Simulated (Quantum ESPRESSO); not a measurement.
Runs of Quantum ESPRESSO 7.5 on SiC. The structure is hexagonal, space group P6_3mc (No. 186). The conventional cell has a = 3.076 Å, b = 3.076 Å, c = 10.071 Å, α = 90.00°, β = 90.00°, γ = 120.00°. Around Si (site symmetry 3m) lie 4 C at 1.88 to 1.89 Å. Around Si (site symmetry 3m) lie 4 C at 1.88 to 1.89 Å. C (site symmetry 3m) has 4 Si at 1.88 to 1.89 Å as nearest neighbours. C (site symmetry 3m) is surrounded by 4 Si at 1.88 to 1.89 Å. The cell is a database's computed one.

```tsv
level	gap on the mesh (eV)	pressure (GPa)	largest force (eV/Å)
RGE2	2.09	1.6	0.01
optB88-vdW	(a)	5.5	0.01
vdW-DF-cx	2.19	2.5	0.01
optB86b-vdW	(b)	(c)	0.01
N12	(d)	-5.0	0.02
```

Alike in all rows: task band structure; potentials or basis PseudoDojo 0.4.1 SR PBE standard; no spin polarisation; cell as given; k mesh 10 × 10 × 3; cutoff (eV) 1116; smearing fermi-dirac 0.05 eV.

Task: Fill in the values left out.

Result: (a) 2.39; (b) 2.26; (c) 3.7; (d) 2.22.

Caveats: the potentials were made for another functional, which shifts forces and pressure.

